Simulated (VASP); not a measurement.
# GaAs (F-43m) in VASP: a series of runs

Aim: see how the results for GaAs move with the level of theory and the settings. Levels: PBE, PBEsol0, LDA. Tasks: single point, relaxation of cell and atoms.

Program: VASP 6.6.1. These are calculated values, not measurements. Logs are shortened: lines on timing, memory, paths and dates and some standing lists are left out, and cuts for length are marked.

**What was measured.**

From “Evidence of valence band perturbations in GaAsN/GaAs(001): A combined variable-angle spectroscopic ellipsometry and modulated photoreflectance investigation”, 2008, arxiv:0805.2212, for a bulk crystal of GaAs at 300 K: band gap 1.412 ± 0.01 eV (direct).

The runs below are set against these values where they give the same quantity.

### Step 1. The structure

The structure is cubic, space group F-43m (No. 216). The conventional cell has a = 5.654 Å, b = 5.654 Å, c = 5.654 Å, α = 90.00°, β = 90.00°, γ = 90.00°. Around As (site symmetry -43m) lie 4 Ga at 2.45 Å. Ga (site symmetry -43m) is surrounded by 4 As at 2.45 Å.

### Step 2. Single point, PBE

File INCAR:

```
PREC = Accurate ; ENCUT = 520
EDIFF = 1E-7 ; ISMEAR = 0
SIGMA = 0.015 ; LREAL = F
LASPH = T ; NELM = 60
ALGO = Fast ; ISIF = 2
LWAVE = F ; LCHARG = F
GGA = PE ; NBANDS = 16
```

File KPOINTS:

```
regular mesh
0
Gamma
  8 8 8
```

File POSCAR:

```
GaAs
1.0
    0.0000000000      2.8268500000      2.8268500000
    2.8268500000      0.0000000000      2.8268500000
    2.8268500000      2.8268500000      0.0000000000
As Ga
1 1
Direct
    0.7500000000      0.7500000000      0.7500000000
    0.0000000000      0.0000000000      0.0000000000
```

Potentials or basis: VASP PAW PBE potentials, release 64 (As, Ga_d).

Launch:

```console
$ cat potpaw_PBE.64/As/POTCAR potpaw_PBE.64/Ga_d/POTCAR > POTCAR
$ mpirun -np 1 vasp_std > vasp.out
```

OUTCAR:

```text
PREC = Accurate
   ENCUT = 520
   EDIFF = 1E-7
   ISMEAR = 0
   LREAL = F
   LASPH = T
   NELM = 60
   ISIF = 2
   GGA = PE

 ion  position               nearest neighbor table
   1  0.750  0.750  0.750-   2 2.45   2 2.45   2 2.45   2 2.45
   2  0.000  0.000  0.000-   1 2.45   1 2.45   1 2.45   1 2.45

  LATTYP: Found a face centered cubic cell.
 ALAT       =     5.6537000000

  Lattice vectors:

 A1 = (   0.0000000000,   2.8268500000,   2.8268500000)
 A2 = (   2.8268500000,   0.0000000000,   2.8268500000)
 A3 = (   2.8268500000,   2.8268500000,   0.0000000000)

Analysis of symmetry for initial positions (statically):
=====================================================================
 Subroutine PRICEL returns:
 Original cell was already a primitive cell.

 Routine SETGRP: Setting up the symmetry group for a
 face centered cubic supercell.

 Subroutine GETGRP returns: Found 24 space group operations
 (whereof 24 operations were pure point group operations)
 out of a pool of 48 trial point group operations.

The static configuration has the point symmetry T_d .

Analysis of symmetry for dynamics (positions and initial velocities):
=====================================================================
 Subroutine PRICEL returns:
 Original cell was already a primitive cell.

 Routine SETGRP: Setting up the symmetry group for a
 face centered cubic supercell.

 Subroutine GETGRP returns: Found 24 space group operations
 (whereof 24 operations were pure point group operations)
 out of a pool of 48 trial point group operations.

The dynamic configuration has the point symmetry T_d .

 Subroutine INISYM returns: Found 24 space group operations
 (whereof 24 operations are pure point group operations),
 and found     1 'primitive' translations

----------------------------------------------------------------------------------------

                                     Primitive cell

  volume of cell :      45.1792

  direct lattice vectors                    reciprocal lattice vectors
     0.000000000  2.826850000  2.826850000    -0.176875321  0.176875321  0.176875321
     2.826850000  0.000000000  2.826850000     0.176875321 -0.176875321  0.176875321
     2.826850000  2.826850000  0.000000000     0.176875321  0.176875321 -0.176875321

  length of vectors
     3.997769609  3.997769609  3.997769609     0.306357042  0.306357042  0.306357042

  position of ions in fractional coordinates (direct lattice)
     0.750000000  0.750000000  0.750000000
     0.000000000  0.000000000  0.000000000

[... 73 lines left out ...]
   LASPH  =      T    aspherical Exc in radial PAW
   ENCUT  =  520.0 eV  38.22 Ry    6.18 a.u.   7.43  7.43  7.43*2*pi/ulx,y,z
   NELM   =     60;   NELMIN=  2; NELMDL= -5     # of ELM steps
   EDIFF  = 0.1E-06   stopping-criterion for ELM
   LREAL  =      F    real-space projection
   EDIFFG = 0.1E-05   stopping-criterion for IOM
   NSW    =      0    number of steps for IOM
   IBRION =     -1    ionic relax: 0-MD 1-quasi-New 2-CG
   NFREE  =      0    steps in history (QN), initial steepest desc. (CG)
   ISIF   =      2    stress and relaxation
   ISYM   =      2    0-nonsym 1-usesym 2-fastsym
   POTIM  = 0.5000    time-step for ionic-motion
   TEBEG  =    0.0;   TEEND  =   0.0 temperature during run
   PSTRESS=    0.0 pullay stress
   NELECT =      18.0000    total number of electrons
   NUPDOWN=      -1.0000    fix difference up-down
   EMIN   =  10.00;   EMAX   =-10.00  energy-range for DOS
   EFERMI =   0.00;   METHOD = LEGACY
   ISMEAR =     0;   SIGMA  =   0.01  broadening in eV -4-tet -1-fermi 0-gaus
   EFERMI_NEDOS =   21; number of points for ismear=-14 and -15
   IALGO  =     68    algorithm
   IMIX   =      4    mixing-type and parameters
     AMIX     =   0.40;   BMIX     =  1.00
     AMIX_MAG =   1.60;   BMIX_MAG =  1.00
  volume/ion in A,a.u.               =      22.59       152.44
  Fermi-wavevector in a.u.,A,eV,Ry     =   1.204628  2.276417 19.743799  1.451128
  Thomas-Fermi vector in A             =   2.340347
   LORBIT       =      0    0 simple, 1 ext, 2 COOP (PROOUT), +10 PAW based schemes
   GGA     = PE    functional components
   LHFCALC =     F    Hartree Fock is set to
   AEXX    =    0.0000 exact exchange contribution
   IVDW    =     0    specifies the selected vdW correction
   LEPSILON=     F    determine dielectric tensor
   LRPA    =     F    only Hartree local field effects (RPA)
 non-spin polarized calculation
 RMM-DIIS sequential band-by-band and
 Gauss-broadening in eV      SIGMA  =   0.01
  energy-cutoff  :      520.00
  volume of cell :       45.18
 maximum number of plane-waves:      1243
 NGX is ok and might be reduce to    30
   NGX = 15   NGY = 15   NGZ = 15

 number of electron      17.9999995 magnetization

 Free energy of the ion-electron system (eV)
  ---------------------------------------------------
  ext. energy  EPLUGINS =         0.00000000
  ---------------------------------------------------
  free energy    TOTEN  =        -8.24710873 eV

  energy without entropy =       -8.24710873  energy(sigma->0) =       -8.24710873

 E-fermi :   4.0424     XC(G=0):  -9.5872

 val. band max:        3.9329962773   @ k =   0.0000   0.0000   0.0000
 cond. band min:       4.4530973060   @ k =   0.0000   0.0000   0.0000
 fundamental gap:      0.5201010287
 Fermi energy:         4.0424061194

 k-point     1 :       0.0000    0.0000    0.0000
  band No.  band energies     occupation
      1     -10.8760      2.00000
      2     -10.8760      2.00000
      3     -10.8760      2.00000
      4     -10.7968      2.00000
      5     -10.7968      2.00000
      6      -8.7926      2.00000
[... 433 lines left out ...]
      3     -10.8436      2.00000
      4     -10.8011      2.00000
      5     -10.7933      2.00000
      6      -6.6853      2.00000
[... 8 lines left out ...]
     15      15.5478      0.00000
     16      16.0699      0.00000

 [... further k-points ...]
[... 5 lines left out ...]
  --------------------------------------------------------------------------------------
  -------------------------------------------------------------------------------------
  Total        0.9753006      0.9753006      0.9753006      0.0000000     -0.0000000      0.0000000
  in kB       34.5868325     34.5868325     34.5868325      0.0000000     -0.0000000      0.0000000
  external PRESSURE =      34.5868325 kB  Pullay stress =       0.0000000 kB

 VOLUME and BASIS-vectors are now :
 -----------------------------------------------------------------------------
  energy-cutoff  :      520.00
  volume of cell :       45.18
      direct lattice vectors                 reciprocal lattice vectors
     0.000000000  2.826850000  2.826850000    -0.176875321  0.176875321  0.176875321
     2.826850000  0.000000000  2.826850000     0.176875321 -0.176875321  0.176875321
     2.826850000  2.826850000  0.000000000     0.176875321  0.176875321 -0.176875321

 POSITION                                       TOTAL-FORCE (eV/Angst)
 -----------------------------------------------------------------------------------
      4.24027      4.24027      4.24027         0.000000     -0.000000     -0.000000
      0.00000      0.00000      0.00000        -0.000000      0.000000      0.000000
 -----------------------------------------------------------------------------------
    total drift:                               -0.000002     -0.000002     -0.000002

  FREE ENERGIE OF THE ION-ELECTRON SYSTEM (eV)
  ---------------------------------------------------
  free  energy   TOTEN  =        -8.2471087310 eV

  energy  without entropy=       -8.2471087310  energy(sigma->0) =       -8.24710873
```

OSZICAR:

```text
N       E                     dE             d eps       ncg     rms          rms(c)
DAV:   1     0.876140619180E+02    0.87614E+02   -0.89651E+03   960   0.155E+03
DAV:   2    -0.126624905292E+01   -0.88880E+02   -0.85003E+02  1016   0.319E+02
DAV:   3    -0.830010297534E+01   -0.70339E+01   -0.70059E+01  1136   0.686E+01
DAV:   4    -0.840617342416E+01   -0.10607E+00   -0.10606E+00  1112   0.926E+00
DAV:   5    -0.840756301754E+01   -0.13896E-02   -0.13896E-02  1176   0.966E-01    0.290E+00
RMM:   6    -0.826567517423E+01    0.14189E+00   -0.15142E-01  1362   0.337E+00    0.172E+00
RMM:   7    -0.824613954615E+01    0.19536E-01   -0.67185E-02  1292   0.129E+00    0.616E-01
RMM:   8    -0.824664083155E+01   -0.50129E-03   -0.11479E-02  1377   0.101E+00    0.985E-02
RMM:   9    -0.824695860764E+01   -0.31778E-03   -0.21428E-03  1376   0.446E-01    0.512E-02
RMM:  10    -0.824710743819E+01   -0.14883E-03   -0.47022E-04  1399   0.182E-01    0.117E-02
RMM:  11    -0.824710765186E+01   -0.21366E-06   -0.54791E-05  1479   0.576E-02    0.385E-03
RMM:  12    -0.824710841856E+01   -0.76670E-06   -0.73032E-06  1393   0.227E-02    0.235E-03
RMM:  13    -0.824710870888E+01   -0.29031E-06   -0.10776E-06  1399   0.101E-02    0.811E-04
RMM:  14    -0.824710873099E+01   -0.22113E-07   -0.21536E-07   958   0.427E-03
   1 F= -.82471087E+01 E0= -.82471087E+01  d E =-.388762E-27
```

stdout:

```text
POSCAR found type information on POSCAR AsGa
 POSCAR found :  2 types and       2 ions
 scaLAPACK will be used
 LDA part: xc-table for (Slater+PW92), standard interpolation
 POSCAR, INCAR and KPOINTS ok, starting setup
 FFT: planning ... GRIDC
 FFT: planning ... GRID_SOFT
 FFT: planning ... GRID
 WAVECAR not read
 entering main loop
```

It took 27 s on 1 thread of Intel Xeon Platinum 8259CL at 2.50GHz (Skylake/Cascade Lake), shared host; peak memory 0.17 GiB.

What came out:

```
Free energy            : -8.2471 eV
Pressure               : 3.5 GPa
Band gap on the k mesh : 0.52 eV, direct
```

Levels at points of the mesh, in eV from the valence-band top:
| k point | band 6 | band 7 | band 8 | band 9 | band 10 | band 11 | band 12 | band 13 |
| --- | --- | --- | --- | --- | --- | --- | --- | --- |
| (0.00, 0.00, 0.00) | -12.73 | 0.00 | 0.00 | 0.00 | 0.52 | 3.73 | 3.73 | 3.73 |
| (0.50, 0.00, 0.00) | -10.96 | -6.64 | -1.14 | -1.14 | 1.00 | 4.63 | 4.63 | 7.75 |
| (0.50, 0.50, 0.00) | -10.22 | -6.82 | -2.68 | -2.68 | 1.46 | 1.65 | 10.17 | 10.17 |

### Step 3. Relaxation of cell and atoms, PBEsol0

POSCAR is that of step 2.

File INCAR.step1:

```
SYSTEM = GaAs
  ALGO = Normal
  EDIFF = 1E-5
  ENCUT = 600
  GGA = PE
  ISMEAR = -1
  LASPH = .TRUE.
  LCHARG = .FALSE.
  LREAL = .FALSE.
  LWAVE = .TRUE.
  NELM = 80
  PREC = Accurate
  SIGMA = 0.05
```

File INCAR.step2:

```
SYSTEM = GaAs
  AEXX = 0.25
  ALGO = Normal
  EDIFF = 1E-6
  EDIFFG = -0.01
  ENCUT = 600
  GGA = PS
  HFRCUT = -1
  IBRION = 2
  ISIF = 3
  ISMEAR = -1
  ISTART = 1
  LASPH = .TRUE.
  LCHARG = .FALSE.
  LHFCALC = .TRUE.
  LREAL = .FALSE.
  LWAVE = .FALSE.
  NELM = 80
  NSW = 40
  PREC = Accurate
  PRECFOCK = Normal
  SIGMA = 0.05
```

File KPOINTS:

```
k-points
0
G
  4 4 4
  0 0 0
```

Potentials or basis: VASP PAW PBE potentials, release 64 (As, Ga_d).

Launch:

```console
$ cat potpaw_PBE.64/As/POTCAR potpaw_PBE.64/Ga_d/POTCAR > POTCAR
$ cp INCAR.step1 INCAR
$ mpirun -np 1 vasp_std > vasp.out
$ cp INCAR.step2 INCAR
$ mpirun -np 1 vasp_std > vasp.out
```

It took 18 min on 1 thread of Intel Xeon Platinum 8259CL at 2.50GHz (Skylake/Cascade Lake), shared host; peak memory 0.2 GiB.

The run converged. Its results:

* Free energy: -11.1703 eV
* Relaxed volume: 22.23 Å³/atom
* Relaxed cell: a = 3.976 Å, b = 3.976 Å, c = 3.976 Å, α = 60.00°, β = 60.00°, γ = 60.00°
* Space group after relaxing (to 0.05 Å): F-43m (No. 216)
* Energy gained by relaxing: 1.4 meV/atom
* Ionic steps: 3
* Pressure after relaxing: 0.0 GPa
* Band gap on the k mesh: 2.21 eV, direct

Step by step:
| step | energy change (eV) | largest force (eV/Å) | pressure (GPa) | volume (Å³) |
| --- | --- | --- | --- | --- |
| 1 | 0.0000 | 0.0000 | -1.22 | 45.18 |
| 2 | -0.0019 | 0.0000 | 0.78 | 44.07 |
| 3 | -0.0028 | 0.0000 | -0.04 | 44.46 |

Final structure:
```yaml
crystal:
  lattice:
    - [0.00000, 2.81168, 2.81168]
    - [2.81168, 0.00000, 2.81168]
    - [2.81168, 2.81168, 0.00000]
  atoms:
    - { symbol: As, position: [0.75000, 0.75000, 0.75000] }
    - { symbol: Ga, position: [0.00000, 0.00000, 0.00000] }
```

Levels at points of the mesh, in eV from the valence-band top:
```
           k point  band 6  band 7  band 8  band 9  band 10  band 11  band 12  band 13
(0.00, 0.00, 0.00)  -14.21    0.00    0.00    0.00     2.21     5.23     5.23     5.23
(0.50, 0.00, 0.00)  -12.21   -7.42   -1.28   -1.28     2.46     6.15     6.15     9.25
(0.50, 0.50, 0.00)  -11.35   -7.57   -3.02   -3.02     2.65     2.97    12.37    12.37
```

Caveat: the k mesh is coarse (spacing up to 0.48 Å⁻¹), so the values aren't converged, least of all with exact exchange; the PAW data sets were made with another functional, which shifts forces and pressure a little.

### Step 4. Single point, LDA (grid = ENCUT=400 dk=0.35 cell=3x3x3 ISMEAR=0 SIGMA=0.05 LREAL=Auto EDIFF=1e-06)

File INCAR:

```
  PREC = Accurate
  ENCUT = 400
  EDIFF = 1E-6
  ISMEAR = 0
  SIGMA = 0.05
  LREAL = Auto
  LASPH = True
  NELM = 120
  ALGO = Fast
  ISIF = 2
  LWAVE = False
  LCHARG = False
  NBANDS = 261
  NCORE = 1
  KPAR = 2
```

File KPOINTS:

```
regular mesh
0
Gamma
  2 2 2
```

File POSCAR:

```
GaAs
1.0
    0.0000000000      8.4805500000      8.4805500000
    8.4805500000      0.0000000000      8.4805500000
    8.4805500000      8.4805500000      0.0000000000
As Ga
27 27
Direct
    0.2500000000      0.2500000000      0.2500000000
    0.2500000000      0.2500000000      0.5833333333
    0.2500000000      0.2500000000      0.9166666667
    0.2500000000      0.5833333333      0.2500000000
    0.2500000000      0.5833333333      0.5833333333
    0.2500000000      0.5833333333      0.9166666667
    0.2500000000      0.9166666667      0.2500000000
    0.2500000000      0.9166666667      0.5833333333
    0.2500000000      0.9166666667      0.9166666667
    0.5833333333      0.2500000000      0.2500000000
    0.5833333333      0.2500000000      0.5833333333
    0.5833333333      0.2500000000      0.9166666667
    0.5833333333      0.5833333333      0.2500000000
    0.5833333333      0.5833333333      0.5833333333
    0.5833333333      0.5833333333      0.9166666667
    0.5833333333      0.9166666667      0.2500000000
    0.5833333333      0.9166666667      0.5833333333
    0.5833333333      0.9166666667      0.9166666667
    0.9166666667      0.2500000000      0.2500000000
    0.9166666667      0.2500000000      0.5833333333
    0.9166666667      0.2500000000      0.9166666667
    0.9166666667      0.5833333333      0.2500000000
    0.9166666667      0.5833333333      0.5833333333
    0.9166666667      0.5833333333      0.9166666667
    0.9166666667      0.9166666667      0.2500000000
    0.9166666667      0.9166666667      0.5833333333
    0.9166666667      0.9166666667      0.9166666667
    0.0000000000      0.0000000000      0.0000000000
    0.0000000000      0.0000000000      0.3333333333
    0.0000000000      0.0000000000      0.6666666667
    0.0000000000      0.3333333333      0.0000000000
    0.0000000000      0.3333333333      0.3333333333
    0.0000000000      0.3333333333      0.6666666667
    0.0000000000      0.6666666667      0.0000000000
    0.0000000000      0.6666666667      0.3333333333
    0.0000000000      0.6666666667      0.6666666667
    0.3333333333      0.0000000000      0.0000000000
    0.3333333333      0.0000000000      0.3333333333
    0.3333333333      0.0000000000      0.6666666667
    0.3333333333      0.3333333333      0.0000000000
    0.3333333333      0.3333333333      0.3333333333
    0.3333333333      0.3333333333      0.6666666667
    0.3333333333      0.6666666667      0.0000000000
    0.3333333333      0.6666666667      0.3333333333
    0.3333333333      0.6666666667      0.6666666667
    0.6666666667      0.0000000000      0.0000000000
    0.6666666667      0.0000000000      0.3333333333
    0.6666666667      0.0000000000      0.6666666667
    0.6666666667      0.3333333333      0.0000000000
    0.6666666667      0.3333333333      0.3333333333
    0.6666666667      0.3333333333      0.6666666667
    0.6666666667      0.6666666667      0.0000000000
    0.6666666667      0.6666666667      0.3333333333
    0.6666666667      0.6666666667      0.6666666667
```

Potentials or basis: VASP PAW LDA potentials, release 64 (As, Ga_d).

Launch:

```console
$ cat potpaw_LDA.64/As/POTCAR potpaw_LDA.64/Ga_d/POTCAR > POTCAR
$ mpirun -np 4 vasp_std > vasp.out
```

Run time: 12 min. Hardware: 4 MPI ranks of Intel Xeon Platinum 8488C (Sapphire Rapids), shared host; peak memory 0.65 GiB.

These settings aren't checked as converged: the numbers below hold their error.

Results:

| Quantity | Value |
| --- | --- |
| Free energy | -259.4811 eV |
| Pressure | -1.8 GPa |
| Band gap on the k mesh | 0.33 eV |

(Part 1 of 2 ends here.)
